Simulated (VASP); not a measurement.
Results of a VASP single-point calculation on PbF2 (strained fluorite)

POSCAR

```
Pb F
 1.0000000000000000
    -0.0291603231000000    2.9604388913999999    2.9604388913999999
     2.9604388913999999   -0.0291603231000000    2.9604388913999999
     2.9312785683000002    2.9312785683000002    0.0000000000000000
 Pb  F
   1   2
Cartesian
 -0.0000000000000000  0.0000000000000000  0.0000000000000000
  1.4656392841500001  1.4656392841500001  1.4928425200796396
  4.3969178524500006  4.3969178524500006  4.4280352627203605
```

```json
{
  "gap between bands v and c": "4.41 eV",
  "least direct gap": "4.56 eV"
}
```

Band v is the last that the valence electrons fill when counted band by band, and c is the next. Levels in eV from the top of v:

| point | v−1 | v | c | c+1 |
| --- | --- | --- | --- | --- |
| Γ | -2.00 | -1.98 | 6.68 | 6.78 |
| X | -1.57 | -0.15 | 4.41 | 7.91 |
| K | -1.58 | -0.03 | 5.34 | 6.70 |
| L | -2.17 | -0.04 | 5.06 | 7.63 |
| W | -1.51 | 0.00 | 6.06 | 6.07 |

**Question.** Which of these levels of theory gave these results?
A. HSE06
B. PBE
C. LDA
D. r²SCAN
E. PBEsol
F. PBE0
G. PBE with spin–orbit coupling

**Answer.** B.

The INCAR was:

```
LCHARG = .TRUE.
GGA = PE
LWAVE = .FALSE.
LELF = .TRUE.
EDIFF = 1E-7
PREC = Accurate
ISMEAR = -1
LREAL = .FALSE.
NSW = 0
ISIF = 2
NELM = 120
IBRION = -1
LASPH = .TRUE.
SIGMA = 0.02
ENCUT = 520
NBANDS = 21
```
